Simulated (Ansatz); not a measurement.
An Ansatz input:

```yaml
crystal:
  lattice:
    - [0.0, 2.9541141105, 2.9541141105]
    - [2.9541141105, 0.0, 2.9541141105]
    - [2.9541141105, 2.9541141105, 0.0]
  atoms:
    - { symbol: Nb, position: [0.125, 0.125, 0.125], spin: 1.0 }
    - { symbol: Nb, position: [0.875, 0.875, 0.875], spin: 1.0 }
hamiltonian:
  xc: pbe
  pseudopotentials:
    kind: paw
    azcp:
      Nb: "pseudopotentials/Nb.paw.azcp"
basis:
  ecutwfc: 420
  fft_grid_basis: typed
kpoints:
  mp_grid: { grid: [15, 15, 15], shift: [0, 0, 0] }
magnetization:
  spin_polarized: true
scf:
  occupations: { method: fermi_dirac, width: 0.05 }
```

Terminal output

```
Engine: ansatz 0.2.0, aarch64-unknown-linux-gnu
Pseudopotentials: kind: paw
Pseudopotential: Nb, paw, valence charge 13, recommended cutoff 420 eV (normal) 
Functional definition: PBE
  parameter kappa = 0.804
  parameter beta = 0.06672455060314922
  exchange = pbe_x(kappa = kappa, mu = beta*pi^2/3)
  correlation = pbe_c(beta = beta)
Crystal: 2 atoms, lattice volume = 51.560 Å³
Basis set: ecut = 420 eV, 965 PW (Γ)
Bands: 18, of which v1, the nominal top of the filled ones, is band 13 counted from 1 (12 counted from 0)
Symmetry: 48 space group operations
Space group: Fd-3m (ITA 227), of the structure as read, at distance tolerance 3.7e-5 Å
Magnetic group: BNS 227.128 (UNI 1630), of the structure as read, at distance tolerance 3.7e-5 Å
k-points: 120 of 3375
Non-local potential: Nb, projectors of the file, l = 0: 3, l = 1: 2, l = 2: 2, l = 3: 1
PAW form: soft (Blöchl's): semilocal exchange-correlation on the pseudo side does not see the compensation charge
PAW one-centre angular grid: Nb, 590 points (default); XC on 64 Gauss nodes
Initial density: superposition of atomic densities (chi_scale 0.1, normalization cell)
Starting moments: Σ|m| = 2 μB on 2 of 2 sites
Initial wavefunctions: pseudopotential atomic-orbital guess
Functional: x = pbe(κ = 0.804, μ = 0.2195149727645171), c = pbe(β = 0.06672455060314922)
iter 1 solved again at ethr=2.56e-3 eV; its pass at ethr=3.10e-3 eV (dr2=6.65e-1 eV) is discarded
SCF iter   1: F=—  HF=-9099.843503 eV  |F-HF|=—  |Δ(HF+E_count)|=         —  Δρ=3.29e-2 (↑3.29e-2 ↓1.67e-2)  dr2=6.66e-1  dr2_m=1.42e-1  M=0.790 μB ∫|m|=0.790 μB  β_m=0.30  ethr=2.56e-3  ⟨swp⟩=1.0  Hψ=26055  notcnv=0
Mixer restart at iter 1: flushing history
spin=Collinear: Kerker preconditioning applied to the charge; magnetization (m = ρ↑ − ρ↓) channel mixes plain (no charge-response kernel on spin).
SCF iter   2: F=—  HF=-9099.610993 eV  |F-HF|=—  |Δ(HF+E_count)|=   2.33e-1  Δρ=2.44e-2 (↑2.44e-2 ↓1.37e-2)  dr2=3.13e-1  dr2_m=8.97e-2  M=0.655 μB ∫|m|=0.655 μB  β_m=0.65  ethr=2.56e-3  ⟨swp⟩=2.0  Hψ=5283  notcnv=0
SCF iter   3: F=—  HF=-9099.511052 eV  |F-HF|=—  |Δ(HF+E_count)|=   9.99e-2  Δρ=5.01e-3 (↑3.51e-3 ↓5.01e-3)  dr2=8.99e-3  dr2_m=6.20e-3  M=0.250 μB ∫|m|=0.254 μB  β_m=0.82  ethr=1.20e-3  ⟨swp⟩=2.6  Hψ=8422  notcnv=0
SCF iter   4: F=—  HF=-9099.516766 eV  |F-HF|=—  |Δ(HF+E_count)|=   5.71e-3  Δρ=1.47e-3 (↑1.12e-3 ↓1.47e-3)  dr2=5.58e-4  dr2_m=7.43e-4  M=0.097 μB ∫|m|=0.101 μB  β_m=0.91  ethr=3.46e-5  ⟨swp⟩=2.5  Hψ=8039  notcnv=0
SCF iter   5: F=—  HF=-9099.517546 eV  |F-HF|=—  |Δ(HF+E_count)|=   7.80e-4  Δρ=4.85e-4 (↑4.85e-4 ↓2.79e-4)  dr2=5.29e-5  dr2_m=5.34e-5  M=0.025 μB ∫|m|=0.028 μB  β_m=0.96  ethr=2.15e-6  ⟨swp⟩=2.0  Hψ=7096  notcnv=0
SCF iter   6: F=—  HF=-9099.517673 eV  |F-HF|=—  |Δ(HF+E_count)|=   1.27e-4  Δρ=1.52e-4 (↑1.52e-4 ↓1.03e-4)  dr2=4.47e-6  dr2_m=6.59e-6  M=0.008 μB ∫|m|=0.009 μB  β_m=0.98  ethr=2.03e-7  ⟨swp⟩=2.5  Hψ=7868  notcnv=0
SCF iter   7: F=—  HF=-9099.517681 eV  |F-HF|=—  |Δ(HF+E_count)|=   8.07e-6  Δρ=1.22e-5 (↑1.06e-5 ↓1.22e-5)  dr2=1.54e-7  dr2_m=6.35e-9  M=0.000 μB ∫|m|=0.000 μB  β_m=0.99  ethr=1.72e-8  ⟨swp⟩=2.1  Hψ=7664  notcnv=0
SCF iter   8: F=—  HF=-9099.517681 eV  |F-HF|=—  |Δ(HF+E_count)|=   1.86e-7  Δρ=3.74e-6 (↑3.74e-6 ↓3.30e-6)  dr2=1.29e-8  dr2_m=3.69e-9  M=0.000 μB ∫|m|=0.000 μB  β_m=0.99  ethr=5.91e-10  ⟨swp⟩=2.0  Hψ=5047  notcnv=0
SCF iter   9: F=—  HF=-9099.517681 eV  |F-HF|=—  |Δ(HF+E_count)|=   7.81e-9  Δρ=7.83e-7 (↑7.83e-7 ↓6.73e-7)  dr2=1.15e-9  dr2_m=2.70e-11  M=0.000 μB ∫|m|=0.000 μB  β_m=1.00  ethr=4.95e-11  ⟨swp⟩=2.4  Hψ=6445  notcnv=0
SCF iter  10: F=-9099.517681 eV  HF=-9099.517681 eV  |F-HF|=1.82e-11  |Δ(HF+E_count)|=   1.06e-9  Δρ=1.82e-7 (↑1.82e-7 ↓1.31e-7)  dr2=3.80e-11  dr2_m=3.06e-12  M=0.000 μB ∫|m|=0.000 μB  ethr=4.42e-12  ⟨swp⟩=1.0  Hψ=10829  notcnv=0
SCF 1 converged in 10 iterations: F = -9099.517681 eV  dr2 = 3.80e-11
WARN: the starting moments were not kept: the SCF closed with an absolute magnetisation of 1.1e-5 μB, where they sum to 2 μB in size (2 sites). That is at most 0.1 of that sum. Measured as dr2_m measures the in/out step, that magnetisation stands 1.6e-11 eV from none, at or under the dr2_threshold of 1.0e-7 eV: it is no larger than a step whose dr2_m would equal this threshold. The system may hold no moment; this SCF shows only that its start led to no more than that. To try another start: raise the starting moments (crystal.atoms[].spin, magnetization.per_species, magnetization.initial_magnetization, or on a non-collinear deck that types none of these the spinor_matrix: blocks that start its atoms; where the total moment is fixed, keep their sum and leave initial_magnetization as it is; typed ones take the place of any that the run laid by itself, positive ones on a crystal's lanthanoids without a Hubbard term where scf.initial_density.shell_occupations: [] is typed) or, if the notice of its spin-set hold's release reads "site moments contracting" or "site moments show no strong build", lengthen the hold (scf.mixing.spin_hold: { on: { confirm: 4 } }; for m-r²SCAN on two components see the key's manual first). Each may lead to a state that holds a moment. A second SCF, from the converged charge density, with the starting moments and any scf.initial_density.shell_occupations laid on it anew, would have followed, and was not run: the deck does not ask for one (magnetization.retry_lost_moments is false, the default). To let it run, set magnetization.retry_lost_moments: true and run the deck again, where that key's refused combinations let it; where memory then withholds it, that run's warning says so.
SCF converged after 10 iterations
Magnetization: 0.0000 μB (13.0000 up, 13.0000 down)
Absolute magnetization: 0.0000 μB (∫|ρ↑−ρ↓|, with the PAW one-centre terms)
Spin contamination: 0.0000 ħ² per cell (⟨S²⟩ above its minimum at these occupations)
Per-site moments (μB) at R_I (Å): [(3.889491569011706e-6, 1.0553143694655662), (3.889491569096156e-6, 1.0553143694655662)]
Free energy (F): -9099.517681 eV
Harris-Foulkes:  -9099.517681 eV  (|F-HF|=1.82e-11)
Internal energy: -9099.488586 eV  (E = F + TS)
E sigma→0 (E₀):  -9099.503134 eV
Entropy (-TS):   -0.029095 eV (-14.547 meV/atom)
Fermi energy:    11.342838 eV
--- Per-component energies (eV) ---
  E_band       = -299.205745
  E_kinetic    = 790.959212
  E_local      = -2147.776948  (includes V_loc(G=0)·N_el)
  E_nonlocal   = 248.602144
  E_hartree    = 724.707671
  E_xc         = -347.863000
  E_vxc        = -421.676663  (∫ρ·V_xc dr)
  E_paw        = -6149.349466  (= ΣΔE_a)
  E_vpaw       = -218.729107  (= ΣTr[D̂ρ^β])
  E_aug_tail   = 0.000014  (compensation charges beyond the density's cutoff)
  E_ewald      = -2218.768213
  E_smearing   = -0.029095  (= −TS)
  E_closure    = 0.000000  (closes the sum)
  Σ components = -9099.517681   (vs F -9099.517681, Δ=0.00e0)
```
